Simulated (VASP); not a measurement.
A run of VASP 6.6.1:

File INCAR:

```
SYSTEM = AlN
ALGO = Fast ; EDIFF = 1E-7
ENCUT = 900 ; GGA = PS
ISIF = 2 ; ISMEAR = 0
LASPH = .True. ; LCHARG = .False.
LREAL = .False. ; LWAVE = .False.
NELM = 60 ; PREC = Accurate
SIGMA = 0.02
```

The input KPOINTS:

```
k-points
0
Gamma
  9 9 6
  0 0 0
```

POSCAR

```
AlN
1.0
    3.3007800000      0.0000000000      0.0000000000
   -1.6503900000      2.8585600000      0.0000000000
    0.0000000000      0.0000000000      4.1384300000
Al N
2 2
Direct
    0.3333300000      0.6666700000      0.7500000000
    0.6666700000      0.3333300000      0.2500000000
    0.3333300000      0.6666700000      0.2500000000
    0.6666700000      0.3333300000      0.7500000000
```

Potentials or basis: VASP PAW PBE potentials, release 64 (Al, N_h).

Command:

```sh
$ cat potpaw_PBE.64/Al/POTCAR potpaw_PBE.64/N_h/POTCAR > POTCAR
$ mpirun -np 1 vasp_std > vasp.out
```

Hardware: 1 thread of Intel(R) Xeon(R) Platinum 8559C (Emerald Rapids), with other jobs on the host.

Question: Estimate the wall time of this run.

Answer: It took 57 s on 1 thread of Intel(R) Xeon(R) Platinum 8559C (Emerald Rapids), on a shared host, peak memory 0.25 GiB. Counts: scf iterations 18, k points 100.
